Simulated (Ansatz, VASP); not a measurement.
**C: VASP beside Ansatz**

```
C
1.0
     4.45793    0.00000    0.00000
    -2.22896    3.86068    0.00000
     0.00000    0.00000    2.53061
C
6
Direct
  0.89575 0.44787 0.25000
  0.44787 0.89575 0.75000
  0.44787 0.55213 0.75000
  0.10425 0.55213 0.75000
  0.55213 0.44787 0.25000
  0.55213 0.10425 0.25000
```

Alike in both runs: task relaxation of cell and atoms; functional PBE; k mesh 9 × 9 × 10; occupations gaussian, width 0.02 eV; no spin polarisation.

|  | VASP | Ansatz |
| --- | --- | --- |
| version | VASP 6.6.1 | Ansatz 0.2.0 |
| potentials or method | VASP PAW PBE potentials, release 64 (C) | scalar-relativistic, plane waves, PAW |
| plane-wave cutoff (eV) | 600 | 420 |
| valence electrons in the cell | 24 | 24 |

Ansatz gave:

- gap on the k mesh at the Fermi level, each at its own relaxed structure (eV): 2.27
- relaxed volume (Å³/atom): 7.25
- relaxed cell length with the largest relative difference (Å): 4.457

Question: Which values does VASP return?

Answer: gap on the k mesh at the Fermi level, each at its own relaxed structure (eV): 2.25; relaxed volume (Å³/atom): 7.26; relaxed cell length with the largest relative difference (Å): 4.458.

Caveats: an odd mesh through Γ misses points on the zone boundary, where band edges often lie. A hybrid or GW would open this gap; PBE tends to underestimate it.
